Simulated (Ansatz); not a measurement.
CsSnI$_{3}$: excitons and shallow donors from band masses and screening

Computed with Ansatz 0.2.0, DFT PBEsol, scalar-relativistic, plane waves, PAW.

Settings: cutoff 420 eV, Γ-centred mesh 6×6×6 on the computed 5-atom cell, Gaussian smearing of 0.01 eV; no spin polarisation.

Relaxed cell: Pm-3m, a = 6.134 Å, b = 6.134 Å, c = 6.134 Å, α = 90.00°, β = 90.00°, γ = 90.00°, 5 atoms in the primitive cell.

The calculation gives a Kohn–Sham gap of 0.11 eV, an electron mass of 0.0485 mₑ and a hole mass of 0.0195 mₑ (harmonic means over x, y, z and over the bands degenerate at each edge), and ε∞ = 12.82 (independent particles, mean of the diagonal).

Estimate the binding energy and radius of a Wannier–Mott exciton and of a shallow donor, and say whether the hydrogenic model can hold.

The reduced mass is μ = mₙmₕ/(mₙ + mₕ) = 0.0139 mₑ, with mₙ and mₕ the band masses. With E_b = 13.606 eV × μ/ε² and a = 0.529 Å × ε/μ (μ in mₑ) the exciton has E_b = 1.2 meV and a = 488 Å. For a donor μ is the electron mass: 4.0 meV and 140 Å. The exciton's radius is 79 times the shortest lattice vector (6.13 Å), so the continuum picture is reasonable. In a polar crystal the ions screen too, so a state bound more weakly than an optical phonon feels the larger static constant, which lowers the energy and widens the orbit. The other way, the small Kohn–Sham gap and the missing local fields make ε∞ too large and the masses tend to be too light, which underbinds.

Spin-orbit coupling is left out, which matters for the bands of heavy elements.

Symmetry holds off the tilts and polar distortions that many cubic perovskites undergo.